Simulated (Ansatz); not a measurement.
**Mg₃Zn₂O₅: relaxed-ion elastic tensor**

These are results of DFT PBE, scalar-relativistic, plane waves, PAW (Ansatz 0.2.0), not measurements. Plane waves to 420 eV; Γ-centred k mesh 12×12×12; fixed occupations. No spin polarisation.

The cell, relaxed at this level:
```yaml
crystal:
  lattice:
    - [-1.51537, 1.51537, 10.71998]
    - [1.51537, -1.51537, 10.71998]
    - [1.51537, 1.51537, -10.71998]
  atoms:
    - { symbol: Mg, position: [0.59956, 0.59956, 0.00000] }
    - { symbol: Mg, position: [0.00000, 0.00000, 0.00000] }
    - { symbol: Mg, position: [0.40044, 0.40044, 0.00000] }
    - { symbol: Zn, position: [0.80031, 0.80031, 0.00000] }
    - { symbol: Zn, position: [0.19969, 0.19969, 0.00000] }
    - { symbol: O, position: [0.50000, 0.50000, 0.00000] }
    - { symbol: O, position: [0.90156, 0.90156, 0.00000] }
    - { symbol: O, position: [0.30115, 0.30115, 0.00000] }
    - { symbol: O, position: [0.69885, 0.69885, 0.00000] }
    - { symbol: O, position: [0.09844, 0.09844, 0.00000] }
```

The structure comes from a generated guess, relaxed at this level; another structure or a mixture of phases may lie lower.

Q: Give the relaxed-ion elastic constants (GPa, Voigt order xx yy zz yz xz xy, on the Cartesian axes of the cell above).

A:
C11 = 292.9, C12 = 60.0, C13 = 113.2, C22 = 292.9, C23 = 113.2, C33 = 241.5, C44 = 111.8, C55 = 111.8, C66 = 65.6 GPa; the others vanish.

Q: Is the crystal stable against homogeneous strain?

A: Yes: the least eigenvalue of the tensor is 65.6 GPa.

Q: And the moduli of a polycrystal (Hill averages)?

A: B = 156 GPa, G = 91 GPa, E = 227 GPa, ν = 0.26.
